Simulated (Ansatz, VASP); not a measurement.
# CdSe: VASP beside Ansatz

Contents of INCAR:

```
  PREC = Accurate
  ENCUT = 520
  EDIFF = 1E-6
  ISMEAR = -1
  SIGMA = 0.02
  LREAL = False
  LASPH = True
  NELM = 100
  ALGO = Normal
  ISIF = 2
  LWAVE = False
  LCHARG = False
  GGA = PE
  NBANDS = 16
```

File KPOINTS:

```
Automatic mesh
0
Gamma
  8 8 8
```

Contents of POSCAR:

```
CdSe
1.0
    0.0000000000      3.0831198690      3.0432345071
    3.0831198690      0.0000000000      3.0432345071
    3.0831198690      3.0831198690      0.0000000000
Cd Se
1 1
Direct
    0.0000000000      0.0000000000      0.0000000000
    0.2500000000      0.2500000000      0.2500000000
```

Input for Ansatz:

```yaml
crystal:
  lattice:
    - [0.0, 3.083119869, 3.0432345071]
    - [3.083119869, 0.0, 3.0432345071]
    - [3.083119869, 3.083119869, 0.0]
  atoms:
    - { symbol: Cd, position: [0.0, 0.0, 0.0] }
    - { symbol: Se, position: [0.25, 0.25, 0.25] }
kpoints:
  mp_grid: { grid: [8, 8, 8] }
  band_path:
    path:
      - [0.0, 0.0, 0.0]
      - [-0.5, -0.5, 0.0]
      - [-0.375, -0.375, 0.25]
      - [-0.375, 0.0, 0.375]
      - [0.0, 0.0, 0.5]
      - [-0.5, -0.25, 0.25]
    npoints: 1
hamiltonian:
  xc: pbe
scf:
  occupations: { method: fermi_dirac, width: 0.02 }
  n_extra_bands: 4
output:
  forces: true
  stress: true
  eigenvalues: true
```

Change from the starting cell: epitaxial_xy strain +0.5%.

Alike in both runs: task single point; functional PBE; k mesh 8 × 8 × 8; occupations fermi-dirac, width 0.02 eV; no spin polarisation.

|  | VASP | Ansatz |
| --- | --- | --- |
| version | VASP 6.6.1 | Ansatz 0.2.0 |
| potentials or method | VASP PAW PBE potentials, release 64 (Cd, Se) | plane waves, PAW |
| plane-wave cutoff (eV) | 520 | 420 |
| valence electrons in the cell | 18 | 36 |

|  | VASP | Ansatz | Ansatz less VASP |
| --- | --- | --- | --- |
| pressure (GPa) | 1.6 | 1.3 | -0.29 |
| largest component of the traceless stress (GPa) | 0.14 | 0.14 | +0.002 |

With one functional, cell and mesh, what is left measures potentials, basis and numerics. The two sets of potentials don't hold the same shells in valence.
